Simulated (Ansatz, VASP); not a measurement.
# BaH4 in VASP and in Ansatz

INCAR

```
ALGO = Normal ; EDIFF = 1E-6
ENCUT = 520 ; GGA = PE
ISIF = 2 ; ISMEAR = 0
LASPH = True ; LCHARG = True
LELF = True ; LREAL = False
LVHAR = True ; LWAVE = False
NBANDS = 15 ; NELM = 80
PREC = Accurate ; SIGMA = 0.02
```

File KPOINTS:

```
k-points
0
Gamma
  6 6 6
```

File POSCAR:

```
BaH4
1.0
    2.2908181299      1.3226044640      3.5362540987
   -2.2908181299      1.3226044640      3.5362540987
    0.0000000000     -2.6452089279      3.5362540987
Ba H
1 4
Direct
    0.0000000000      0.0000000000      0.0000000000
    0.7408673521      0.7408673521      0.7408673521
    0.2591326479      0.2591326479      0.2591326479
    0.4636919780      0.4636919780      0.4636919780
    0.5363080220      0.5363080220      0.5363080220
```

Input for Ansatz:

```yaml
crystal:
  lattice:
    - [2.2908181299, 1.322604464, 3.5362540987]
    - [-2.2908181299, 1.322604464, 3.5362540987]
    - [0.0, -2.6452089279, 3.5362540987]
  atoms:
    - { symbol: Ba, position: [0.0, 0.0, 0.0] }
    - { symbol: H, position: [0.7408673521, 0.7408673521, 0.7408673521] }
    - { symbol: H, position: [0.2591326479, 0.2591326479, 0.2591326479] }
    - { symbol: H, position: [0.463691978, 0.463691978, 0.463691978] }
    - { symbol: H, position: [0.536308022, 0.536308022, 0.536308022] }
basis:
  ecutwfc: 420
kpoints:
  mp_grid: { grid: [6, 6, 6] }
  band_path:
    path:
      - [[0.0, 0.0, 0.0], [0.5, 0.5, 0.5], [0.74007626, 0.25992374, 0.5]]
      - [[0.5, -0.25992374, 0.25992374], [0.5, 0.0, 0.0], [0.0, 0.0, 0.0], [0.37996187, -0.37996187, 0.0]]
      - [[0.62003813, 0.0, 0.37996187], [0.5, 0.0, 0.5], [0.0, 0.0, 0.0]]
    npoints: 14
hamiltonian:
  xc: pbe
scf:
  occupations: { method: gaussian, width: 0.02 }
  n_extra_bands: 12
output:
  forces: true
  stress: true
  eigenvalues: true
  populations: true
  dos: { projected: true, de: 0.02, nscf_kmesh: { grid: [9, 9, 9] } }
  bader: true
```

The cell was built by a generator and needn't be a form met in nature.

Alike in both runs: task single point; functional PBE; k mesh 6 × 6 × 6; occupations gaussian, width 0.02 eV; no spin polarisation.

|  | VASP | Ansatz |
| --- | --- | --- |
| version | VASP 6.6.1 | Ansatz 0.2.0 |
| potentials or method | VASP PAW PBE potentials, release 64 (Ba_sv, H) | scalar-relativistic, plane waves, PAW |
| plane-wave cutoff (eV) | 520 | 420 |
| valence electrons in the cell | 14 | 14 |

Ansatz gave:

| Item | Value |
| --- | --- |
| gap on the k mesh at the Fermi level (eV) | 2.65 |
| least direct gap on the mesh (eV) | 2.97 |
| pressure (GPa) | 0.0 |
| rms of the force components (eV/Å) | 0.001 |

Problem. Estimate VASP's values.

Solution. gap on the k mesh at the Fermi level (eV): 2.49; least direct gap on the mesh (eV): 2.90; pressure (GPa): 0.4; rms of the force components (eV/Å): 0.006.

Atom by atom the forces differ by 0.007 eV/Å (rms over components).

Caveats: spin-orbit coupling is left out, which moves the levels of the heavy elements. A k mesh can miss the band edges. A hybrid or GW would open this gap; PBE tends to underestimate it.
